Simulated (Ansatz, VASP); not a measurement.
**KCl: VASP beside Ansatz**

```
CELL_PARAMETERS angstrom
3.63400 0.00000 0.00000
0.00000 3.63400 0.00000
0.00000 0.00000 3.59766
ATOMIC_POSITIONS crystal
K 0.00000 0.00000 0.00000
Cl 0.50000 0.50000 0.50000
```

Change from the starting cell: zz strain of -1 %.

Alike in both runs: task single point; functional PBE; k mesh 7 × 7 × 7; occupations fermi-dirac, width 0.02 eV; no spin polarisation.

|  | VASP | Ansatz |
| --- | --- | --- |
| version | VASP 6.6.1 | Ansatz 0.2.0 |
| potentials or method | VASP PAW PBE potentials, release 64 (K_sv, Cl), cutoff 520 eV | all-electron LAPW, scalar-relativistic |

|  | VASP | Ansatz | Ansatz less VASP |
| --- | --- | --- | --- |
| gap on the k mesh at the Fermi level (eV) | 5.63 | 5.63 | +0.002 |
| pressure (GPa) | 4.9 | 4.9 | -0.08 |
| largest component of the traceless stress (GPa) | 0.35 | 0.35 | +0.001 |

Ansatz ran all-electron here, so the differences hold the error of VASP's frozen core and of both bases.

Caveats: an odd mesh through Γ misses points on the zone boundary, where band edges often lie.
